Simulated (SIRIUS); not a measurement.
MgB2:

```
Mg B
1.0
     3.08500    0.00000    0.00000
    -1.54250    2.67169    0.00000
     0.00000    0.00000    3.52300
Mg B
1 2
Direct
  0.00000 0.00000 0.00000
  0.66667 0.33333 0.50000
  0.33333 0.66667 0.50000
```

Base run:

- Program: SIRIUS 7.12.0
- Functional: AM05
- Potentials or basis: PseudoDojo 0.4.1 PBE standard (scalar relativistic)
- Cutoff: 1152 eV
- Density cutoff: 4606 eV
- k mesh: 8 × 8 × 7
- Occupations: fermi-dirac, width 0.05 eV
- Spin: no spin polarisation

Its results: band gap on the k mesh none (metal or under the smearing width); pressure -2.8 GPa.

The run is repeated on the same cell with these changes: functional from AM05 to BLYP; libxc names from ["XC_GGA_X_AM05", "XC_GGA_C_AM05"] to ["XC_GGA_X_B88", "XC_GGA_C_LYP"]. What comes out?

Band gap on the k mesh none (metal or under the smearing width); pressure 2.5 GPa.

Caveats: the potentials were made for another functional, which shifts forces and pressure.

Not every run made on this cell is shown here.
